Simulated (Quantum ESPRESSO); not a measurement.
SnTe:

```
CELL_PARAMETERS angstrom
0.00000 3.15085 3.15085
3.15085 0.00000 3.15085
3.15085 3.15085 0.00000
ATOMIC_POSITIONS crystal
Te 0.50000 0.50000 0.50000
Sn 0.00000 0.00000 0.00000
```

```yaml
Program: Quantum ESPRESSO 7.5
Task: phonon dispersion
Functional: PBE
Potentials_or_basis: GBRV 1.5 PBE
Cutoff: 925 eV
Density_cutoff: 7401 eV
k_mesh: 4 × 4 × 4, shifted
Occupations: fermi-dirac, width 0.05 eV
Spin: no spin polarisation
Mixing_beta: 0.5
Most_SCF_iterations: 120
SCF_threshold: 4e-10 Ry
q_mesh: 2 × 2 × 2
```

The cell and the atoms were relaxed first, to 32.92 Å³/atom (a = 4.533 Å, b = 4.533 Å, c = 4.533 Å, α = 60.00°, β = 60.00°, γ = 60.00°), and the response was taken there.

The first run showed a gap, so the response started from a second, tighter run with fixed occupations.

**Question.** Is this structure dynamically stable at this level, and how far does the spectrum reach?

**Answer.** No: the interpolated spectrum has imaginary modes, down to 37i cm⁻¹ near Γ. The highest frequency is 115 cm⁻¹.

Phonon frequencies at the corners of the path (cm⁻¹, interpolated; i marks imaginary ones):
```
point          frequencies
    Γ     37i 37i 0 0 0 98
    X    29 29 40 62 62 74
    W    59 59 59 75 82 82
    K    46 61 67 76 79 84
    L  73 73 94 94 102 115
    U    46 61 67 76 79 84
```

Phonon states per cell in windows of 10 cm⁻¹ (negative: imaginary):
| from (cm⁻¹) | total | Te | Sn |
| --- | --- | --- | --- |
| -40 | 0.00 | 0.00 | 0.00 |
| -30 | 0.00 | 0.00 | 0.00 |
| -20 | 0.00 | 0.00 | 0.00 |
| -10 | 0.01 | 0.00 | 0.01 |
| 0 | 0.01 | 0.00 | 0.01 |
| 10 | 0.02 | 0.01 | 0.02 |
| 20 | 0.03 | 0.01 | 0.02 |
| 30 | 0.09 | 0.02 | 0.06 |
| 40 | 0.43 | 0.05 | 0.37 |
| 50 | 0.96 | 0.11 | 0.85 |
| 60 | 1.09 | 0.32 | 0.77 |
| 70 | 1.07 | 0.81 | 0.26 |
| 80 | 1.48 | 1.27 | 0.21 |
| 90 | 0.65 | 0.36 | 0.29 |
| 100 | 0.15 | 0.02 | 0.12 |
| 110 | 0.01 | 0.00 | 0.01 |

A q mesh this small can miss soft modes between its points.

Caveat: some modes are imaginary; the q mesh is small, so phonon branches between its points and thermal values are rough.
